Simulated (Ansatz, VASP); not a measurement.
# KI in two plane-wave programs, part 2 of 2

Wanted: the spread between two codes on one cell, functional and k mesh. The cell is taken from a series of VASP runs on this material, whose earlier steps may have relaxed, scaled or displaced it; both programs get it as it stands. Other levels of theory on this material are compared in a session of their own.

VASP 6.6.1 and Ansatz 0.2.0.

So far. Step 2 (VASP: band structure, LDA, spin-orbit coupling): The run ends at a pressure of -1.23 GPa.

**3. Ansatz: band structure, LDA, spin-orbit coupling**

Level of this step: Ansatz beside VASP: Kohn-Sham DFT, plane waves, LDA, spin-orbit coupling (Ansatz).

Ansatz runs on its fully relativistic PAW (standard-fr) files.

The same cell, functional (in two slightly different forms), mesh and smearing now go to Ansatz, which takes its cutoff from its data sets.

The input, input.yaml:

```yaml
crystal:
  lattice:
    - [0.0, 3.52455, 3.52455]
    - [3.52455, 0.0, 3.52455]
    - [3.52455, 3.52455, 0.0]
  atoms:
    - { symbol: I, position: [0.5, 0.5, 0.5] }
    - { symbol: K, position: [0.0, 0.0, 0.0] }
hamiltonian:
  xc: lda
  pseudopotentials: { kind: paw_fr }
magnetization:
  noncollinear: true
  spin_orbit: true
kpoints:
  mp_grid: { grid: [6, 6, 6] }
  band_path:
    path:
      - [0.0, 0.0, 0.0]
      - [0.16667, 0.0, 0.16667]
      - [0.33333, 0.0, 0.33333]
      - [0.5, 0.0, 0.5]
      - [0.5, 0.08333, 0.58333]
      - [0.5, 0.19444, 0.69444]
      - [0.5, 0.25, 0.75]
      - [0.45833, 0.29167, 0.75]
      - [0.40278, 0.34722, 0.75]
      - [0.375, 0.375, 0.75]
      - [0.20833, 0.20833, 0.41667]
      - [0.08333, 0.08333, 0.16667]
      - [0.0, 0.0, 0.0]
      - [0.22222, 0.22222, 0.22222]
      - [0.38889, 0.38889, 0.38889]
      - [0.51389, 0.47222, 0.51389]
      - [0.55556, 0.38889, 0.55556]
      - [0.61111, 0.27778, 0.61111]
      - [0.61111, 0.25, 0.63889]
      - [0.56944, 0.25, 0.68056]
      - [0.51389, 0.25, 0.73611]
      - [0.5, 0.27778, 0.72222]
      - [0.5, 0.38889, 0.61111]
      - [0.5, 0.47222, 0.52778]
      - [0.48611, 0.48611, 0.52778]
      - [0.43056, 0.43056, 0.63889]
      - [0.38889, 0.38889, 0.72222]
      - [0.59722, 0.19444, 0.59722]
      - [0.55556, 0.11111, 0.55556]
      - [0.5, 0.0, 0.5]
    npoints: 1
scf:
  occupations: { method: gaussian, width: 0.03 }
  n_extra_bands: 14
output:
  forces: true
  stress: true
  eigenvalues: true
```

Launch:

```bash
> ansatz run input.yaml --threads 2 --pin off --max-ram 4608MiB --backend cpu --events-out ev --progress --plain --runs-dir out
```

Numbers of over 12 decimals in the logs are rounded to 6 here.

Output:

```text
scf.n_extra_bands = 14 over 26 filled bands (N_el = 26.0): the run solves 40 bands
Engine: ansatz 0.2.0, aarch64-unknown-linux-gnu
Pseudopotentials: kind: paw_fr
Pseudopotential: I, paw_fr, valence charge 17, recommended cutoff 420 eV (normal), I.paw.azcp#standard-fr
Pseudopotential: K, paw_fr, valence charge 9, recommended cutoff 420 eV (normal), K.paw.azcp#standard-fr
Functional definition: SPW92
  exchange = slater_x
  correlation = pw_c
non-collinear run that drives no moment, with spin-orbit: no starting moment large enough to seed its density (crystal.atoms[].spin), no starting occupations that ask for one, no magnetisation constraint and no magnetic field, so the semilocal B_xc is pinned to zero
Crystal: 2 atoms, lattice volume = 87.567 Å³
Basis set: ecut = 420 eV, 1687 PW (Γ)
Bands: 40, of which v1, the nominal top of the filled ones, is band 26 counted from 1 (25 counted from 0)
Symmetry: 48 space group operations + 48 with time reversal
Magnetic group: BNS 225.117 (UNI 1619), of the structure as read, at distance tolerance 4.4e-5 Å
k-points: 16 of 216
Projection manifold: j_resolved (fully-relativistic pseudo-atomic orbitals)
Non-local potential: I, projectors of the file, l = 0: 2, l = 1: 4, l = 2: 4, l = 3: 4
Non-local potential: K, projectors of the file, l = 0: 3, l = 1: 4, l = 2: 4
PAW form: soft (Blöchl's): semilocal exchange-correlation on the pseudo side does not see the compensation charge
PAW frozen core: I, regenerated for the run's functional, and the local potential with it (the file was generated under x = pbe(κ = 0.804, μ = 0.219515), c = pbe(β = 0.066725))
PAW frozen core: K, regenerated for the run's functional, and the local potential with it (the file was generated under x = pbe(κ = 0.804, μ = 0.219515), c = pbe(β = 0.066725))
PAW one-centre angular grid: I, 590 points (default); XC on 64 Gauss nodes
PAW one-centre angular grid: K, 110 points (default); XC on 64 Gauss nodes
Initial density: superposition of atomic densities (chi_scale 0.1, normalization cell, long waves kept (reshape's long-wave potential 0.00 eV rms))
Initial wavefunctions: pseudopotential atomic-orbital guess
Functional: x = slater, c = lda
SCF iter   1: F=—  HF=-8859.221119 eV  |F-HF|=—  |Δ(HF+E_count)|=         —  Δρ=4.02e-2  dr2=2.75e0  dr2_m=0.00e0 (ungated)  ethr=3.10e-3  |M|=0.00e0 ∫|m|=0.00e0 μB  |m|>n=0.0e0 m-floor=0.0e0 τ_xc=0.0e0  β_m=0.30  ⟨swp⟩=11.4  Hψ=2129  notcnv=0  defer=18
preconditioner: auto → none  [insulator: Δε(μ)=2.176 eV  Ē_g=9.115 eV  σ=0.030 eV  W_gap=1.00  n_scr=14 (ndim 8)  ℏωp=11.2 eV  f_vac=0.019  D(μ)=0.00/eV (n_scr^D=0)  ε∞_Penn≈2.5]
SCF iter   2: F=—  HF=-8858.167695 eV  |F-HF|=—  |Δ(HF+E_count)|=    1.05e0  Δρ=1.53e-2  dr2=3.88e-1  dr2_m=0.00e0 (ungated)  ethr=3.10e-3  |M|=0.00e0 ∫|m|=0.00e0 μB  |m|>n=0.0e0 m-floor=0.0e0 τ_xc=0.0e0  β_m=0.38  ⟨swp⟩=3.6  Hψ=607  notcnv=0  defer=136
SCF iter   3: F=—  HF=-8857.995919 eV  |F-HF|=—  |Δ(HF+E_count)|=   1.72e-1  Δρ=4.45e-3  dr2=2.01e-2  dr2_m=0.00e0 (ungated)  ethr=1.49e-3  |M|=0.00e0 ∫|m|=0.00e0 μB  |m|>n=0.0e0 m-floor=0.0e0 τ_xc=0.0e0  β_m=0.55  ⟨swp⟩=3.6  Hψ=478  notcnv=0  defer=136
SCF iter   4: F=—  HF=-8857.993215 eV  |F-HF|=—  |Δ(HF+E_count)|=   2.70e-3  Δρ=1.19e-3  dr2=1.25e-3  dr2_m=0.00e0 (ungated)  ethr=7.71e-5  |M|=0.00e0 ∫|m|=0.00e0 μB  |m|>n=0.0e0 m-floor=0.0e0 τ_xc=0.0e0  β_m=0.62  ⟨swp⟩=3.1  Hψ=465  notcnv=0  defer=136
SCF iter   5: F=—  HF=-8857.993343 eV  |F-HF|=—  |Δ(HF+E_count)|=   1.28e-4  Δρ=1.75e-4  dr2=1.14e-5  dr2_m=0.00e0 (ungated)  ethr=4.80e-6  |M|=0.00e0 ∫|m|=0.00e0 μB  |m|>n=0.0e0 m-floor=0.0e0 τ_xc=0.0e0  β_m=0.79  ⟨swp⟩=2.0  Hψ=344  notcnv=0  defer=136
SCF iter   6: F=—  HF=-8857.993320 eV  |F-HF|=—  |Δ(HF+E_count)|=   2.28e-5  Δρ=1.17e-5  dr2=7.96e-8  dr2_m=0.00e0 (ungated)  ethr=3.85e-10  |M|=0.00e0 ∫|m|=0.00e0 μB  |m|>n=0.0e0 m-floor=0.0e0 τ_xc=0.0e0  β_m=0.76  ⟨swp⟩=15.1  Hψ=2485  notcnv=0
SCF iter   7: F=-8857.993320 eV  HF=-8857.993320 eV  |F-HF|=2.22e-9  |Δ(HF+E_count)|=   3.67e-8  Δρ=2.60e-6  dr2=4.89e-9  dr2_m=0.00e0 (ungated)  ethr=3.06e-10  |M|=0.00e0 ∫|m|=0.00e0 μB  |m|>n=0.0e0 m-floor=0.0e0 τ_xc=0.0e0  ⟨swp⟩=2.6  Hψ=936  notcnv=0
SCF 1 converged in 7 iterations: F = -8857.993320 eV  dr2 = 4.89e-9
  greatest PAW one-centre occupation: 0.999 electrons in one spin orbital (limit 2), on the I atom at site 0 (counted from 0), in its partial waves of l = 2
NSCF: frozen V_eff on 30 k-points
SCF converged after 7 iterations
Magnetization: |M| = 0.0000 μB,  M = (+0.0000, +0.0000, +0.0000) μB
Absolute magnetization: 0.0000 μB (∫|m|)
  site 0: m = (+0.0000, +0.0000, +0.0000) μB, |m| = 0.0000 μB  (R = 1.45 Å)
  site 1: m = (+0.0000, +0.0000, +0.0000) μB, |m| = 0.0000 μB  (R = 1.45 Å)
Free energy (F): -8857.993320 eV
Harris-Foulkes:  -8857.993320 eV  (|F-HF|=2.22e-9)
Internal energy: -8857.993320 eV  (E = F + TS)
E sigma→0 (E₀):  -8857.993320 eV
Fermi energy:    4.030673 eV
--- Per-component energies (eV) ---
  E_band       = -525.672103
  E_kinetic    = 443.441719
  E_local      = -2830.439853  (includes V_loc(G=0)·N_el)
  E_nonlocal   = -68.943954
  E_hartree    = 1337.215929
  E_xc         = -260.236704
  E_vxc        = -292.097118  (∫ρ·V_xc dr)
  E_paw        = -5406.817538  (= ΣΔE_a)
  E_vpaw       = -452.067676  (= ΣTr[D̂ρ^β])
  E_aug_tail   = 0.000050  (compensation charges beyond the density's cutoff)
  E_ewald      = -2073.259316
  E_core_change = 1.046346  (= ΣΔE_core)
  E_smearing   = -0.000000  (= −TS)
  E_closure    = 0.000000  (closes the sum)
  Σ components = -8857.993320   (vs F -8857.993320, Δ=0.00e0)
--- Forces (eV/Å), atoms counted from 1 ---
  atom   1  I      0.00000000    -0.00000000     0.00000000
  atom   2  K     -0.00000000     0.00000000    -0.00000000
  max |Σ_I F_I| component: 7.81e-29 eV/Å
--- Stress (GPa, compression-positive) ---
       -1.232387      -0.000000       0.000000
        0.000000      -1.232387       0.000000
       -0.000000      -0.000000      -1.232387
  P = ⅓ Tr σ = -1.2324 GPa (-12.324 kbar)
--- Band table (eV; the first three rows and the last of 16) ---
  k-point 0: bands = [... 22 lower, 2.3844, 2.3844, 2.3844, 2.3844, 5.6768, 5.6768, 8.3463, 8.3463, ... 10 higher]
  k-point 1: bands = [... 22 lower, 2.0375, 2.0375, 2.2784, 2.2784, 6.3320, 6.3320, 8.2560, 8.2560, ... 10 higher]
  k-point 2: bands = [... 22 lower, 1.6442, 1.6442, 2.0848, 2.0848, 7.1252, 7.1252, 8.8295, 8.8295, ... 10 higher]
  k-point 15: bands = [... 22 lower, 1.5290, 1.5290, 1.7481, 1.7481, 7.4859, 7.4859, 8.2047, 8.2047, ... 10 higher]
```

It took 21 s on 2 threads of Arm Neoverse N1, shared host; peak memory 0.5 GiB; 40 s of CPU time.

Reading the cycles: dr2 is the Hartree energy of the density residual (eV), the measure of convergence; HF is the Harris–Foulkes estimate of the energy, which meets the free energy F at convergence.

**4. Side by side**

Known differences besides the potentials themselves: spin-orbit coupling enters by fully relativistic files in Ansatz and inside the spheres in VASP; the two LDA forms differ slightly; the data sets hold 26 valence electrons in Ansatz (fully relativistic PAW (standard-fr) files) and 16 in VASP; the cutoff is 420 eV in Ansatz and 350 eV in VASP; VASP's log shows a relativistic correction to its local exchange, Ansatz's none. Total energies have different zeros and are not compared.

Compared:

```csv
quantity,Ansatz,VASP,difference
pressure (GPa),-1.23,-1.23,0.00
gap over the path points (eV),3.292,3.307,-0.015
```

Levels at points of the path, from each program's valence-band top (eV; 6 filled, then empty):

```csv
k (reciprocal lattice),Ansatz,VASP
0.000 0.000 0.000,-1.06 -1.06 0.00 0.00 0.00 0.00 3.29 3.29 5.96 5.96 5.96 5.96,-1.02 -1.02 0.00 0.00 0.00 0.00 3.31 3.31 5.95 5.95 5.95 5.95
0.167 0.000 0.167,-1.30 -1.30 -0.40 -0.40 -0.13 -0.13 4.09 4.09 5.37 5.37 6.61 6.61,-1.27 -1.27 -0.40 -0.40 -0.13 -0.13 4.11 4.11 5.36 5.36 6.59 6.59
0.333 0.000 0.333,-1.62 -1.62 -0.72 -0.72 -0.33 -0.33 4.63 4.63 5.09 5.09 7.37 7.37,-1.59 -1.59 -0.72 -0.72 -0.33 -0.33 4.62 4.62 5.10 5.10 7.35 7.35
0.500 0.000 0.500,-1.67 -1.67 -0.79 -0.79 -0.41 -0.41 4.36 4.36 5.17 5.17 7.64 7.64,-1.64 -1.64 -0.79 -0.79 -0.42 -0.42 4.35 4.35 5.17 5.17 7.63 7.63
0.500 0.083 0.583,-1.67 -1.67 -0.82 -0.82 -0.48 -0.48 4.55 4.55 5.37 5.37 7.73 7.73,-1.64 -1.64 -0.82 -0.82 -0.49 -0.49 4.55 4.55 5.37 5.37 7.73 7.73
0.500 0.194 0.694,-1.66 -1.66 -0.85 -0.85 -0.68 -0.68 5.34 5.34 5.95 5.95 6.54 6.54,-1.63 -1.63 -0.85 -0.85 -0.69 -0.69 5.34 5.34 5.95 5.95 6.53 6.53
0.500 0.250 0.750,-1.66 -1.66 -0.84 -0.84 -0.74 -0.74 5.84 5.84 5.96 5.96 6.10 6.10,-1.63 -1.63 -0.84 -0.84 -0.74 -0.74 5.84 5.84 5.96 5.96 6.09 6.09
0.458 0.292 0.750,-1.67 -1.67 -0.88 -0.88 -0.68 -0.68 5.47 5.47 6.07 6.07 6.39 6.39,-1.63 -1.63 -0.88 -0.88 -0.68 -0.68 5.47 5.47 6.07 6.07 6.38 6.38
0.403 0.347 0.750,-1.68 -1.68 -0.92 -0.92 -0.58 -0.58 5.09 5.09 6.07 6.07 6.95 6.95,-1.64 -1.64 -0.92 -0.92 -0.58 -0.58 5.09 5.09 6.07 6.07 6.95 6.95
0.375 0.375 0.750,-1.68 -1.68 -0.93 -0.93 -0.56 -0.56 5.04 5.04 6.07 6.07 7.06 7.06,-1.65 -1.65 -0.93 -0.93 -0.56 -0.56 5.04 5.04 6.07 6.07 7.06 7.06
```

Among the levels compared at these points, filled levels agree within 41 meV and empty ones within 15 meV. Ansatz's pressure holds a Pulay correction of 0.02 GPa; VASP's holds none.

**5. Outcome**

| Quantity | Value |
| --- | --- |
| difference in gap over the path points (band structure, LDA, spin-orbit coupling) | -0.015 eV |

In words: The difference in gap over the path points is -0.015 eV (band structure, LDA, spin-orbit coupling), within the 0.08 eV picked in this series as the mark of a large difference. 4 further runs of this series are not shown here. Such differences can come from data sets, numerical settings and the points named under the comparisons, not from the functional's error against experiment.

[Lines on the potential files, build, host, timing and source positions are cut from VASP's logs without a mark.]

[Logs are printed without paths, hosts, clocks, repeated set-up lines and the standing remarks that a program may print on its own settings, such as how far it seeks lower states.]

[Hosts, paths, dates, database ids (printed as entryN), source tags and the programs' standing remarks are cut or masked in the printed files.]
